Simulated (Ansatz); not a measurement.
## GaP: equation of state with r2SCAN

Crystal: GaP.

```xyz
4
Lattice="1.9430 1.1218 6.4308 -1.9430 1.1218 6.4308 0.0000 -2.2436 6.4308" Properties=species:S:1:pos:R:3 pbc="T T T"
Ga    0.0000    0.0000   10.8930
Ga    0.0000    0.0000    8.3994
P     0.0000    0.0000   18.1853
P     0.0000    0.0000    1.1072
```

Measurements of this composition are mostly on another form, of space group No. 216.

```
Program             : Ansatz 0.2.0
Task                : equation of state
Functional          : r2SCAN
Potentials or basis : Ansatz PAW
Cutoff              : 500 eV
Density cutoff      : 2000 eV
k mesh              : 8 × 8 × 8
Occupations         : fermi-dirac, width 0.05 eV
Spin                : no spin polarisation
```

```
Equilibrium volume                        : 20.39 Å³/atom
Bulk modulus at fixed shape and positions : 82 GPa
Pressure derivative of the bulk modulus   : 4.5
```

Energy against volume, from the lowest point:
```tsv
volume (Å³/atom)	energy (meV/atom)
19.764	4.64
20.185	0.00
20.605	0.03
21.026	4.25
21.446	12.20
21.867	23.48
22.287	37.73
```

All runs of the series together: 81 s on 2 threads of Intel(R) Xeon(R) Processor @ 2.70GHz, with other jobs on the host.

Caveat: the cell was scaled at fixed shape and fractional positions, which overstates the stiffness of a crystal with free parameters, most of all of layers and chains; the PAW data sets were made with another functional, which shifts forces and pressure a little.
